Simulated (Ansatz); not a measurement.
Sb:

```
Sb
1.0
     2.15420    1.24373    3.75800
    -2.15420    1.24373    3.75800
     0.00000   -2.48746    3.75800
Sb
2
Direct
  0.76651 0.76651 0.76651
  0.23349 0.23349 0.23349
```

A run of Ansatz 0.2.0 on this cell left the log below. Logs are shortened: lines on timing, memory, paths and dates and some standing lists are left out, and cuts for length are marked.

```text
Warning: RAYON_NUM_THREADS=1 ignored (pool sized by the plan → 1); use --threads N
LAPW: plane waves up to 8.082 Å⁻¹, error target 1.0e-3 eV per atom; small_component_spin mean_spin; Sb in spheres of 1.410 Å, 23 of its electrons in bands, Dirac shells [] (how accurate: hamiltonian.pseudopotentials.lapw.basis_error, Limitations)
Engine: ansatz 0.2.0, aarch64-unknown-linux-gnu
Pseudopotentials: kind: all_electron
Pseudopotential: Sb, LAPW, valence charge 23, lapw/all_electron/scalar/gaussian/Sb, Koelling and Harmon's equation, gaussian nucleus
Functional definition: PBEsol
  exchange = pbesol_x
  correlation = pbesol_c
Crystal: 2 atoms, lattice volume = 60.411 Å³
Basis set: ecut = 248.8923710289168 eV, 549 PW (Γ), exchange–correlation at level 2
Bands: 28, of which v1, the nominal top of the filled ones, is band 23 counted from 1 (22 counted from 0)
Symmetry: 12 space group operations
Space group: R-3m (ITA 166), of the structure as read, at distance tolerance 3.9e-5 Å
k-points: 32 of 216
Non-local potential: Sb, projectors of the file, none
Initial density: superposition of atomic densities (chi_scale 0.1, normalization cell)
Initial wavefunctions: plane waves of lowest kinetic energy (no species holds an atomic orbital)
Functional: x = pbesol(κ = 0.804, μ = 0.12345679012345678), c = pbesol(β = 0.046)
iter 1 solved again at ethr=1.58e-4 eV; its pass at ethr=1.00e-1 eV (dr2=7.25e-2 eV) is discarded
SCF iter   1: F=—  HF=-352583.656517 eV  |F-HF|=—  |Δ(HF+E_count)|=         —  Δρ=1.26e-2  dr2=7.41e-2  ethr=1.58e-4  ⟨swp⟩=3.0  Hψ=5959  notcnv=0
preconditioner: auto → none  [insulator: Δε(μ)=0.280 eV  Ē_g=9.480 eV  σ=0.050 eV  W_gap=0.57  n_scr=14 (ndim 8)  ℏωp=15.1 eV  f_vac=0.018  D(μ)=0.35/eV (n_scr^D=0)  ε∞_Penn≈3.5]
SCF iter   2: F=—  HF=-352583.643186 eV  |F-HF|=—  |Δ(HF+E_count)|=   1.33e-2  Δρ=5.96e-3  dr2=1.66e-2  ethr=1.58e-4  ⟨swp⟩=2.0  Hψ=2509  notcnv=0
iter 3 solved again at ethr=1.61e-7 eV; its pass at ethr=3.61e-5 eV (dr2=7.43e-5 eV) is discarded
SCF iter   3: F=—  HF=-352583.641481 eV  |F-HF|=—  |Δ(HF+E_count)|=   1.70e-3  Δρ=4.27e-4  dr2=7.42e-5  ethr=1.61e-7  ⟨swp⟩=2.0  Hψ=4346  notcnv=0
SCF iter   4: F=—  HF=-352583.641088 eV  |F-HF|=—  |Δ(HF+E_count)|=         —  Δρ=8.65e-5  dr2=3.38e-6  ethr=1.61e-7  ⟨swp⟩=2.5  Hψ=2527  notcnv=0
the basis was enlarged: its passes take 67.5 KiB over the memory plan, 1 of 1 planned eigensolver slots
[... 325 lines left out ...]
  dense FFT box of the reference and of every strained cell: 24×24×24
  strains applied: 11, 33, 23; error gains: componentwise 1.00 (the most a stress slope's error grows in a printed constant), spectral 1.41 (1 for all six strains in a standard setting)
  reference relaxed by the batch: 5 steps; max|allowed force component| 1.76e-2 eV/Å at the deck's positions, 4.32e-7 at the last accepted step, 3.26e-7 by the solve of record
  largest displacement 1.8e-3 Å; the constants are those of the deck's cell at these positions:
  atoms:
    - { symbol: Sb, position: [0.7663509015526141, 0.7663509015526141, 0.7663509015526141] }
    - { symbol: Sb, position: [0.23364909844738596, 0.23364909844738596, 0.23364909844738596] }
  C = ∂σ_k/∂η_j (tension-positive GPa; Voigt order 11 22 33 23 13 12):
        92.442     18.816     27.252    -22.273      0.000      0.000
        18.816     92.442     27.252     22.273      0.000      0.000
        27.010     27.010     49.054     -0.000      0.000      0.000
       -22.265     22.265     -0.000     34.381      0.000      0.000
         0.000     -0.000     -0.000     -0.000     34.381    -22.265
        -0.000      0.000      0.000     -0.000    -22.273     36.813
  reference stress σ⁰ (GPa):     -0.134     -0.134      0.143     -0.000      0.000     -0.000
  no Pulay correction (none for the plane-wave cutoff is built on LAPW): the batch's stresses and constants are at fixed plane waves
  C* (energy form; C + prestress term) asymmetry max|C*_kj − C*_jk| = 3.549e-2 GPa — a small one proves nothing (zero by symmetry where the batch's group is 432, −43m or m−3m); a large one is finite-difference/SCF noise where every solve meets its electron count
  moduli (Voigt/Reuss/Hill, GPa): K = 42.23/39.52/40.88   G = 31.84/20.12/25.98   E = 64.31   ν = 0.238
  mechanically stable: yes (min eigenvalue of sym C = 13.30 GPa)
  where every solve meets its electron count the energy-path curvature estimates C_jj along a normal strain and C_jj − ¼(σ⁰_aa + σ⁰_bb) along a shear (ab), closely only under elastic.basis: deformed
  strain η (Voigt 11):  stress-route row diagonal C_11 = 92.44 GPa, energy-path curvature d²(F+E_count)/dδ²/Ω₀ = 92.45 GPa
         δ    σ_11 (GPa)             F (eV)   n_scf  n_hpsi   n_pw
    -2.000e-3      -0.3183     -352583.6409500       2   15317    568   relax 5 steps, max|allowed force component| 3.06e-7 eV/Å
     2.000e-3       0.0515     -352583.6411516       2   15419    568   relax 3 steps, max|allowed force component| 1.94e-6 eV/Å
  strain η (Voigt 33):  stress-route row diagonal C_33 = 49.05 GPa, energy-path curvature d²(F+E_count)/dδ²/Ω₀ = 49.05 GPa
         δ    σ_33 (GPa)             F (eV)   n_scf  n_hpsi   n_pw
    -2.000e-3       0.0451     -352583.6411913       2    7263    568   relax 2 steps, max|allowed force component| 4.88e-5 eV/Å
     2.000e-3       0.2413     -352583.6409757       2    7238    568   relax 3 steps, max|allowed force component| 3.38e-7 eV/Å
  strain η (Voigt 23):  stress-route row diagonal C_44 = 34.38 GPa, energy-path curvature d²(F+E_count)/dδ²/Ω₀ = 34.38 GPa
         δ    σ_23 (GPa)             F (eV)   n_scf  n_hpsi   n_pw
    -2.000e-3      -0.0696     -352583.6410944       2   15501    568   relax 3 steps, max|allowed force component| 4.97e-5 eV/Å
     2.000e-3       0.0679     -352583.6410948       2   15453    568   relax 3 steps, max|allowed force component| 6.26e-7 eV/Å
```

Problem. Write the input and the command behind it.

Solution. Elastic constants with PBEsol, no spin polarisation. The files as run (others can give the same):

input.yaml
```yaml
crystal:
  lattice:
    - [2.1542, 1.2437279499, 3.758]
    - [-2.1542, 1.2437279499, 3.758]
    - [0.0, -2.4874558998, 3.758]
  atoms:
    - { symbol: Sb, position: [0.76651, 0.76651, 0.76651] }
    - { symbol: Sb, position: [0.23349, 0.23349, 0.23349] }
kpoints:
  mp_grid: { grid: [6, 6, 6] }
scf:
  occupations: { method: fermi_dirac, width: 0.05 }
hamiltonian:
  xc: pbesol
  pseudopotentials: { kind: all_electron, lapw: { basis_error: 0.001 } }
output:
  forces: true
  stress: true
elastic:
  mode: relaxed_ion
  stencil: two_point
```

Potentials or basis: all-electron LAPW, scalar-relativistic.
Run with:
```bash
$ ansatz run input.yaml --threads 1 --pin off --max-ram 3072MiB --backend cpu --events-out ev --progress --plain --runs-dir out
```

Caveat: the k mesh is thin for a metal, which can move the energy by tens of meV per atom; elastic constants of metals need much finer meshes, so these are rough.
